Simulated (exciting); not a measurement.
# As (Pm-3m) in exciting: a series of runs, part 2 of 2

exciting (release sodium). The steps go on from the part before.

### Step 3. Optical spectrum, PBEsol

Input file run_exciting.py:

```python
import subprocess
import xml.etree.ElementTree as ET
from ase.io import read
from ase.units import Bohr

atoms = read("As.cif")
import spglib
from ase import Atoms
cell, positions, numbers = spglib.find_primitive((atoms.cell[:], atoms.get_scaled_positions(), atoms.numbers), symprec=1e-5)
atoms = Atoms(numbers, cell=cell, scaled_positions=positions, pbc=True)
rmt = {'As': 2.0}  # bohr
tasks = """
<groundstate do="fromscratch" ngridk="10 10 10" rgkmax="8" gmaxvr="14" lmaxapw="10" lmaxmat="10" lmaxvr="8" xctype="GGA_PBE_SOL" stype="Fermi Dirac" swidth="0.00099958" nempty="22" ValenceRelativity="iora*" epsengy="1e-05" epspot="1e-05" maxscl="60" outputlevel="normal" vkloff="0.5 0.5 0.5"/>
<properties>
  <momentummatrix/>
  <dielmat intraband="false" wmax="0.5" wgrid="200" swidth="0.004" tevout="true">
    <epscomp>1 1</epscomp>
    <epscomp>2 2</epscomp>
    <epscomp>3 3</epscomp>
  </dielmat>
</properties>
"""

root = ET.Element("input")
ET.SubElement(root, "title").text = "As"
structure = ET.SubElement(root, "structure", speciespath="./", tshift="false")
crystal = ET.SubElement(structure, "crystal", scale="1.0")
for vector in atoms.cell / Bohr:
    ET.SubElement(crystal, "basevect").text = " ".join(f"{x:.12f}" for x in vector)
symbols = atoms.get_chemical_symbols()
for element in dict.fromkeys(symbols):
    species = ET.SubElement(structure, "species", speciesfile=element + ".xml", rmt=str(rmt[element]))
    for symbol, position in zip(symbols, atoms.get_scaled_positions(wrap=False)):
        if symbol == element:
            ET.SubElement(species, "atom", coord=" ".join(f"{x:.12f}" for x in position))
root.extend(ET.fromstring("<tasks>" + tasks + "</tasks>"))
ET.indent(root)
ET.ElementTree(root).write("input.xml")
subprocess.run(["exciting_smp"], check=True)
```

Input file As.cif:

```cif
data_As
_cell_length_a 2.70368174
_cell_length_b 2.70368174
_cell_length_c 2.70368174
_cell_angle_alpha 90.00000000
_cell_angle_beta 90.00000000
_cell_angle_gamma 90.00000000
_space_group_name_H-M_alt 'Pm-3m'
_space_group_name_Hall '-P 4 2 3'
_space_group_IT_number 221
loop_
_space_group_symop_operation_xyz
'x,y,z'
'-x,-y,-z'
'-y,x,z'
'y,-x,-z'
'-x,-y,z'
'x,y,-z'
'y,-x,z'
'-y,x,-z'
'x,-y,-z'
'-x,y,z'
'-y,-x,-z'
'y,x,z'
'-x,y,-z'
'x,-y,z'
'y,x,-z'
'-y,-x,z'
'z,x,y'
'-z,-x,-y'
'z,-y,x'
'-z,y,-x'
'z,-x,-y'
'-z,x,y'
'z,y,-x'
'-z,-y,x'
'-z,x,-y'
'z,-x,y'
'-z,-y,-x'
'z,y,x'
'-z,-x,y'
'z,x,-y'
'-z,y,x'
'z,-y,-x'
'y,z,x'
'-y,-z,-x'
'x,z,-y'
'-x,-z,y'
'-y,z,-x'
'y,-z,x'
'-x,z,y'
'x,-z,-y'
'-y,-z,x'
'y,z,-x'
'-x,-z,-y'
'x,z,y'
'y,-z,-x'
'-y,z,x'
'x,-z,y'
'-x,z,-y'
loop_
_atom_site_label
_atom_site_type_symbol
_atom_site_symmetry_multiplicity
_atom_site_Wyckoff_symbol
_atom_site_fract_x
_atom_site_fract_y
_atom_site_fract_z
_atom_site_occupancy
As1 As 1 b 0.5000000000 0.5000000000 0.5000000000 1
```

Potentials or basis: all-electron LAPW+lo, shipped species files, valence relativity iora*.

Run with:

```bash
$ OMP_NUM_THREADS=1 python run_exciting.py
```

What it wrote:

```text
================================================================================
EXCITING SODIUM started
[... 10 lines left out ...]

 Lattice vectors (cartesian) :
      5.1092180200      0.0000000000      0.0000000000
      0.0000000000      5.1092180200      0.0000000000
      0.0000000000      0.0000000000      5.1092180200

 Reciprocal lattice vectors (cartesian) :
      1.2297743574      0.0000000000      0.0000000000
      0.0000000000      1.2297743574      0.0000000000
      0.0000000000      0.0000000000      1.2297743574

 Unit cell volume                           :     133.3715829559
 Brillouin zone volume                      :       1.8598430636

 Species :    1 (As)
     parameters loaded from                 :    As.xml
     name                                   :    arsenic
     nuclear charge                         :     -33.00000000
     electronic charge                      :      33.00000000
     atomic mass                            :  136573.72190000
     muffin-tin radius                      :       2.00000000
     # of radial points in muffin-tin       :     350

     atomic positions (lattice) :
       1 :   0.50000000  0.50000000  0.50000000

 Total number of atoms per unit cell        :       1

 Spin treatment                             :    spin-unpolarised

 Number of Bravais lattice symmetries       :      48
 Number of crystal symmetries               :      48

 k-point grid                               :      10   10   10
 k-point offset :       0.500000  0.500000  0.500000
 Total number of k-points                   :      35
 k-point set is reduced with crystal symmetries

 R^MT_min * |G+k|_max (rgkmax)              :       8.00000000
 Species with R^MT_min                      :       1 (As)
 Maximum |G+k| for APW functions            :       4.00000000
 Maximum |G| for potential and density      :      14.00000000

 G-vector grid sizes                        :      24    24    24
 Total number of G-vectors                  :    6187

 Maximum angular momentum used for
     APW functions                          :      10
     computing H and O matrix elements      :      10
     potential and density                  :       8
     inner part of muffin-tin               :       2

 Total nuclear charge                       :     -33.00000000
 Total electronic charge                    :      33.00000000
 Total core charge                          :      18.00000000
 Total valence charge                       :      15.00000000

 Number of empty states                     :      22
 Total number of valence states             :      30

 Maximum Hamiltonian size                   :     164
 Maximum number of plane-waves              :     150
 Total number of local-orbitals             :      14

 Exchange-correlation type                  :      22
     PBEsol, Phys. Rev. Lett. 100, 136406 (2008)
     Generalised gradient approximation (GGA)

 Smearing scheme                            :    Fermi-Dirac
 Smearing width                             :       0.00099958

 Using multisecant Broyden potential mixing
[... 6 lines left out ...]
* Groundstate module started                                                   *
********************************************************************************
 Output level for this task is set to normal

++++++++++++++++++++++++++++++++++++++++++++++++++++++++++++++++++++++++++++++++
[... 5 lines left out ...]
+ SCF iteration number :    1                                                  +
++++++++++++++++++++++++++++++++++++++++++++++++++++++++++++++++++++++++++++++++
 Total energy                               :     -2258.82396839
 _______________________________________________________________
 Fermi energy                               :         0.28484667
 Kinetic energy                             :      2310.58506383
 Coulomb energy                             :     -4487.17035076
 Exchange energy                            :       -80.38451107
 Correlation energy                         :        -1.85417039

 DOS at Fermi energy (states/Ha/cell)       :         9.99638543

 Electron charges :
     core                                   :        18.00000000
     core leakage                           :         0.00163354
     valence                                :        15.00000000
     interstitial                           :         2.75104795
     charge in muffin-tin spheres :
                  atom     1    As          :        30.24895205
     total charge in muffin-tins            :        30.24895205
     total charge                           :        33.00000000

++++++++++++++++++++++++++++++++++++++++++++++++++++++++++++++++++++++++++++++++
+ SCF iteration number :    2                                                  +
++++++++++++++++++++++++++++++++++++++++++++++++++++++++++++++++++++++++++++++++
 Total energy                               :     -2259.15065052
 _______________________________________________________________
 Fermi energy                               :         0.28344397
 Kinetic energy                             :      2310.39151817
 Coulomb energy                             :     -4487.29480897
 Exchange energy                            :       -80.39313285
 Correlation energy                         :        -1.85422686

 DOS at Fermi energy (states/Ha/cell)       :        10.05232553

 Electron charges :
     core                                   :        18.00000000
     core leakage                           :         0.00162756
     valence                                :        15.00000000
     interstitial                           :         2.74785022
     charge in muffin-tin spheres :
                  atom     1    As          :        30.25214978
     total charge in muffin-tins            :        30.25214978
     total charge                           :        33.00000000
[... 244 lines left out ...]
 RMS change in effective potential (target) :  0.117980E-08  ( 0.100000E-04)
 Absolute change in total energy   (target) :  0.447144E-07  ( 0.100000E-04)
 Charge distance                   (target) :  0.465469E-09  ( 0.100000E-04)

++++++++++++++++++++++++++++++++++++++++++++++++++++++++++++++++++++++++++++++++
+ SCF iteration number :   12                                                  +
++++++++++++++++++++++++++++++++++++++++++++++++++++++++++++++++++++++++++++++++
 Total energy                               :     -2259.50798502
 _______________________________________________________________
 Fermi energy                               :         0.28002091
 Kinetic energy                             :      2310.05304250
 Coulomb energy                             :     -4487.30825241
 Exchange energy                            :       -80.39853829
 Correlation energy                         :        -1.85423682

 DOS at Fermi energy (states/Ha/cell)       :        10.17186708

 Electron charges :
     core                                   :        18.00000000
     core leakage                           :         0.00161941
     valence                                :        15.00000000
     interstitial                           :         2.74305667
     charge in muffin-tin spheres :
                  atom     1    As          :        30.25694333
     total charge in muffin-tins            :        30.25694333
     total charge                           :        33.00000000

 RMS change in effective potential (target) :  0.271797E-09  ( 0.100000E-04)
 Absolute change in total energy   (target) :  0.526934E-07  ( 0.100000E-04)
 Charge distance                   (target) :  0.108128E-09  ( 0.100000E-04)

++++++++++++++++++++++++++++++++++++++++++++++++++++++++++++++++++++++++++++++++
| Convergency criteria checked for the last 2 iterations                       +
| Convergence targets achieved. Performing final SCF iteration                 +
++++++++++++++++++++++++++++++++++++++++++++++++++++++++++++++++++++++++++++++++
 Total energy                               :     -2259.50798504
 _______________________________________________________________
 Fermi energy                               :         0.28002091
 Kinetic energy                             :      2310.05304249
 Coulomb energy                             :     -4487.30825242
 Exchange energy                            :       -80.39853829
 Correlation energy                         :        -1.85423682

 DOS at Fermi energy (states/Ha/cell)       :        10.17186738

 Electron charges :
     core                                   :        18.00000000
     core leakage                           :         0.00161941
     valence                                :        15.00000000
     interstitial                           :         2.74305667
     charge in muffin-tin spheres :
                  atom     1    As          :        30.25694333
     total charge in muffin-tins            :        30.25694333
     total charge                           :        33.00000000

++++++++++++++++++++++++++++++++++++++++++++++++++++++++++++++++++++++++++++++++
[... 7 lines left out ...]

--------------------------------------------------------------------------------
- CAUTION! Warnings have been written in file WARNING.OUT !                    -
--------------------------------------------------------------------------------
================================================================================
| EXCITING SODIUM stopped                                                      =
================================================================================
```

It took 19 s on 1 thread of Arm Neoverse V2, shared host; peak memory 0.33 GiB.

What came out:

```
All electrons inside the program's atomic spheres : As 30.26 (radii As 2.0 bohr)
```

Dielectric function (mean over the directions given):
```tsv
energy (eV)	real part	imaginary part
0.27	54.23	3.52
0.68	88.38	27.68
1.16	-74.73	62.38
1.63	-21.45	5.34
2.04	-9.70	2.01
2.52	-3.91	2.11
2.99	-1.24	0.93
3.47	0.38	3.30
3.88	-1.13	1.76
4.35	0.20	0.40
4.83	1.54	0.27
5.24	2.58	0.31
5.71	4.35	0.70
6.19	4.61	1.60
6.67	8.23	11.05
7.08	-3.06	10.83
7.55	-2.97	2.75
8.03	-1.67	3.74
8.50	1.36	1.56
8.91	-0.15	3.41
9.39	-3.17	2.12
9.86	-0.70	2.54
10.27	-1.86	0.77
10.75	-0.73	0.40
11.22	-0.52	0.43
11.70	0.08	0.73
12.11	0.23	1.35
12.59	-0.16	0.96
13.06	-0.73	0.95
13.54	-0.39	0.18
```

Caveat: the intraband (Drude) term of the metal is left out; spectra need much finer meshes, so this one isn't converged; independent-particle spectra lack excitons.
